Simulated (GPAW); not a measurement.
# MoS2 (P-3m1) in GPAW: single point with PBE

Aim: the single point of MoS2 with PBE.

Program: GPAW 26.7.0. These are calculated values, not measurements. Logs are shortened: lines on timing, memory, paths and dates and some standing lists are left out, and cuts for length are marked. The log counts tension as positive stress, the text compression.

### 1 The structure

It takes space group P-3m1 (No. 164, trigonal). The conventional cell has a = 3.227 Å, b = 3.227 Å, c = 6.312 Å, α = 90.00°, β = 90.00°, γ = 120.00°. Around Mo (site symmetry -3m) lie 6 S at 2.42 Å. S (site symmetry 3m) is surrounded by 3 Mo at 2.42 Å.

Measurements of this composition are mostly on another form, of space group No. 194.

### 2 Single point, PBE

POSCAR reads:

```
MoS2
1.0
    3.2274645616      0.0000000000      0.0000000000
   -1.6137322808      2.7950663001      0.0000000000
    0.0000000000      0.0000000000      6.3124734200
Mo S
1 2
Direct
    0.0000000000      0.0000000000      0.5000000000
    0.6666666667      0.3333333333      0.7446806800
    0.3333333333      0.6666666667      0.2553193200
```

Potentials or basis: GPAW PAW data sets (gpaw-data 1.2.1), pw.

Started as:

```sh
> OMP_NUM_THREADS=1 gpaw run POSCAR -p 'mode=PW(600),xc=PBE,kpts={size:(9,9,4),gamma:True},occupations={name:fermi-dirac,width:0.05},nbands=25,convergence={density:1e-05,energy:1e-05},maxiter=150,txt=gpaw.txt' --properties efs -w gs.gpw
```

What it wrote:

```text
__  _  _
 | _ |_)|_||  |
 |__||  | ||/\| - 26.7.0

Input parameters:
  mode=PW(ecut=600.0),
  convergence={'density': 1e-05, 'energy': 1e-05},
  kpts=MonkhorstPack(size=[9, 9, 4], gamma=True),
  maxiter=150,
  nbands=25,
  occupations=Occupations(name='fermi-dirac', width=0.05),
  xc=XC(name='PBE')

Diagonalizing LCAO Hamiltonian
Converting LCAO to pw mode

            S

       Mo
         S

Atoms  # Å, Bohr magnetons
|   | symbol |         x |        y |        z |    initial magnetic moments |
|---|--------|-----------|----------|----------|-----------------------------|
| 0 |     Mo |  0.000000 | 0.000000 | 3.156237 | ( 0.0000,  0.0000,  0.0000) |
| 1 |      S |  1.613732 | 0.931689 | 4.700777 | ( 0.0000,  0.0000,  0.0000) |
| 2 |      S | -0.000000 | 1.863378 | 1.611696 | ( 0.0000,  0.0000,  0.0000) |

Unit cell  # Å
| periodic |         x |        y |        z |  lengths |     angles |
|----------|-----------|----------|----------|----------|------------|
|      yes |  3.227465 | 0.000000 | 0.000000 | 3.227465 |  90.000000 |
|      yes | -1.613732 | 2.795066 | 0.000000 | 3.227465 |  90.000000 |
|      yes |  0.000000 | 0.000000 | 6.312473 | 6.312473 | 120.000000 |

Number of symmetries: 12
Symmetry operations  # r_c * U_cc + t_c -> r_c
|    | kind |            matrix            |
|----|------|------------------------------|
|  0 |  σ   |  1, 1, 0,  0,-1, 0,  0, 0, 1 |
|  1 |  S6  |  1, 1, 0, -1, 0, 0,  0, 0,-1 |
|  2 |  E   |  1, 0, 0,  0, 1, 0,  0, 0, 1 |
|  3 |  C2  |  1, 0, 0, -1,-1, 0,  0, 0,-1 |
|  4 |  C2  |  0, 1, 0,  1, 0, 0,  0, 0,-1 |
|  5 |  C3  |  0, 1, 0, -1,-1, 0,  0, 0, 1 |
|  6 |  S6  |  0,-1, 0,  1, 1, 0,  0, 0,-1 |
|  7 |  σ   |  0,-1, 0, -1, 0, 0,  0, 0, 1 |
|  8 |  σ   | -1, 0, 0,  1, 1, 0,  0, 0, 1 |
|  9 |  i   | -1, 0, 0,  0,-1, 0,  0, 0,-1 |
| 10 |  C3  | -1,-1, 0,  1, 0, 0,  0, 0, 1 |
| 11 |  C2  | -1,-1, 0,  0, 1, 0,  0, 0,-1 |

BZ-sampling:
  Number of BZ points: 324
  Number of IBZ points: 43

  Monkhorst-Pack size: [9, 9, 4]
  Monkhorst-Pack shift: [0.0, 0.0, 0.125]

K-points  # in reciprocal-cell coordinates
|     |                                coordinates |     weight |
|-----|--------------------------------------------|------------|
|   0 | (  0.00000000,   0.00000000,   0.00000000) | 0.00308642 |
|   1 | (  0.00000000,   0.00000000,   0.25000000) | 0.00617284 |
|   2 | (  0.00000000,   0.00000000,   0.50000000) | 0.00308642 |
|   3 | (  0.11111111,   0.00000000,  -0.25000000) | 0.01851852 |
|   4 | (  0.11111111,   0.00000000,   0.00000000) | 0.01851852 |
|   5 | (  0.11111111,   0.00000000,   0.25000000) | 0.01851852 |
|   6 | (  0.11111111,   0.00000000,   0.50000000) | 0.01851852 |
|   7 | (  0.22222222,  -0.11111111,   0.00000000) | 0.01851852 |
|   8 | (  0.22222222,  -0.11111111,   0.25000000) | 0.03703704 |
|   9 | (  0.22222222,  -0.11111111,   0.50000000) | 0.01851852 |
| ... |                                            |            |
|  42 | (  0.44444444,   0.44444444,   0.50000000) | 0.01851852 |

Plane wave coefficients: 1934
Cutoff: 600.0 eV

Spin-components: 1 (collinear spins)
Bands:           25
Projectors:      16
Spin-degeneracy: 2
Datatype:        complex128

Parallelization:
  kpt:    1
  domain: 1
  band:   1

Density:
  Valence electrons: 26.0
  Components: 1
  Grid points: [20 20 36]
  Charge: 0.0  # |e|

Potential:
  Grid points: [20 20 36]

species:
  Mo:
    name:    Molybdenum
    Z:       42.0
    valence: 14
    core:    28
    charge:  0.0  # [|e|]
    compensation charges:
      type: gauss
      rc: 0.38  # [Å]
      lmax: 2
    cutoffs:
      filter: 2.16  # [Å]
      core: 1.42  # [Å]
    projectors
    | kind |    occ | energy [eV] | rcut [Å] |
    |------|--------|-------------|----------|
    |   4s |  2.000 |     -64.307 |    1.238 |
    |   5s |  1.000 |      -4.084 |    1.238 |
    |   4p |  6.000 |     -38.491 |    1.296 |
    |   5p |  0.000 |      -1.044 |    1.296 |
    |   4d |  5.000 |      -3.754 |    1.296 |
    |    d |        |      23.458 |    1.296 |

    Using partial waves for Mo as LCAO basis

  S:
    name:    Sulfur
    Z:       16.0
    valence: 6
    core:    10
    charge:  0.0  # [|e|]
    compensation charges:
      type: gauss
      rc: 0.24  # [Å]
      lmax: 2
    cutoffs:
      filter: 1.77  # [Å]
      core: 1.66  # [Å]
    projectors
    | kind |    occ | energy [eV] | rcut [Å] |
    |------|--------|-------------|----------|
    |   3s |  2.000 |     -17.254 |    0.974 |
    |   3p |  4.000 |      -7.008 |    0.979 |
    |    s |        |       9.957 |    0.974 |
    |    p |        |      20.203 |    0.979 |
    |    d |        |       0.000 |    0.900 |

    Using partial waves for S as LCAO basis

Reference energy: -131849.312427  # eV

eigensolver:
  PPCG
  Converge bands: occupied
  niter=2

density mixing:
  MSR1-Mixer
  Pratt-step length: 0.05
  Maximum mixing coefficient: 0.75
  Old densities: 10
  SVD Regularization: 0.005
  Good broyden scale: 1.0
  Trust region scale: 1.0
  Backstep threshold: 4.0
  History deletion threshold: 6.0
  Fourier metric: weight=20.0, sigma=0.015

occupation numbers:
  Fermi-Dirac:
    width: 0.0500  # eV

poisson solver:
  ecut: 4800.0  # eV

xc functional:
  name: PBE with 2 nearest neighbor stencil

convergence criteria:
- Maximum integral of absolute [dens]ity change: 1e-05 electrons / valence electron
- Maximum [total energy] change in last 3 cyles: 1e-05 eV / valence electron
- Maximum integral of absolute [eigenst]ate change: 4e-08 eV^2 / valence electron
maximum number of iterations: 150

SCF iterations
|iter     | |      energy | eigst |  dens |
|---------|-|-------------|-------|-------|
|iter:   1| |  -23.120156 | +0.37 |       |
|iter:   2| |  -22.445289 | -1.50 | -0.96 |
|iter:   3| |  -21.316067 | -1.22 | -1.04 |
|iter:   4| |  -21.294097 | -2.39 | -1.51 |
|iter:   5| |  -21.291203 | -2.82 | -1.74 |
|iter:   6| |  -21.287024 | -3.70 | -2.07 |
|iter:   7| |  -21.287004 | -4.51 | -2.76 |
|iter:   8| |  -21.286973c| -5.76 | -3.34 |
|iter:   9| |  -21.286974c| -7.12 | -4.08 |
|iter:  10| |  -21.286974c| -7.51c| -4.69 |
|iter:  11| |  -21.286974c| -8.22c| -5.58c|

Converged in 11 steps
Energy contributions relative to reference atoms: (reference = -131849.312427)

Energy contributions:
  Kinetic:          -1.499462
  Coulomb:          -4.738101
  Zero:             -0.094182
  External:          0.000000
  Xc:              -14.950802
  Entropy:          -0.008854
  Spinorbit:         0.000000
  ----------------------------
  Free energy:     -21.291401
  Extrapolated:    -21.286974

dipole moment: (-6.037270, -10.456859, 0.000002)  # |e|*Ang

Fermi level: 7.544
Eigenvalues  # (at kpt = [0.000, 0.000, 0.000])
| band index |      eig [eV] | occ [0-2] |
|------------|---------------|-----------|
|          0 |       -54.288 |     2.000 |
|        ... |               |           |
|          7 |         3.556 |     2.000 |
|          8 |         3.556 |     2.000 |
|          9 |         5.722 |     2.000 |
|         10 |         6.503 |     2.000 |
|         11 |         6.601 |     2.000 |
|         12 |         6.601 |     2.000 |
|         13 |         7.236 |     1.996 |
|         14 |         7.236 |     1.996 |
|         15 |        10.729 |     0.000 |
|         16 |        10.729 |     0.000 |
|         17 |        13.620 |     0.000 |
|         18 |        13.775 |     0.000 |
|         19 |        17.040 |     0.000 |
|         20 |        17.040 |     0.000 |
|         21 |        17.717 |     0.000 |
|         22 |        20.361 |     0.000 |
|        ... |               |           |
|         24 |        20.438 |     0.000 |

No gap
No difference between direct/indirect transitions

Forces  # eV/Ang
|       x |        y |        z |
|---------|----------|----------|
| 0.00000 |  0.00000 |  0.00000 |  # Mo   0
| 0.00000 | -0.00000 |  0.28797 |  # S    1
| 0.00000 |  0.00000 | -0.28797 |  # S    2

Stress tensor  # eV/Ang^3
|         x |         y |         z |
|-----------|-----------|-----------|
| -0.000466 |  0.000000 |  0.000000 |
|  0.000000 | -0.000466 |  0.000000 |
|  0.000000 |  0.000000 | -0.018412 |

# Writing to gs.gpw (mode='')
```

It took 35 s on 1 thread of Arm Neoverse V1, shared host; peak memory 0.19 GiB.

What came out:

- Free energy: -21.2914 eV
- Pressure: 1.0 GPa
- Largest force: 0.288 eV/Å
- Band gap on the k mesh: none (metal or under the smearing width)

Forces on the atoms (eV/Å):
```
Mo   0.000  0.000  0.000
S    0.000  0.000  0.288
S    0.000  0.000 -0.288
```

Caveat: this functional lacks dispersion, which binds the layers, so the pressure and a relaxed spacing across them are unreliable.

### 3 For comparison

An earlier run on the cell as given: functional PBE; potentials or basis GPAW PAW data sets (gpaw-data 1.2.1); cutoff 600 eV; basis pw; k mesh 9 × 9 × 4; occupations fermi-dirac, width 0.05 eV; no spin polarisation.

* Pressure: 1.0 GPa
* Largest force: 0.288 eV/Å
* Band gap on the k mesh: none (metal or under the smearing width)
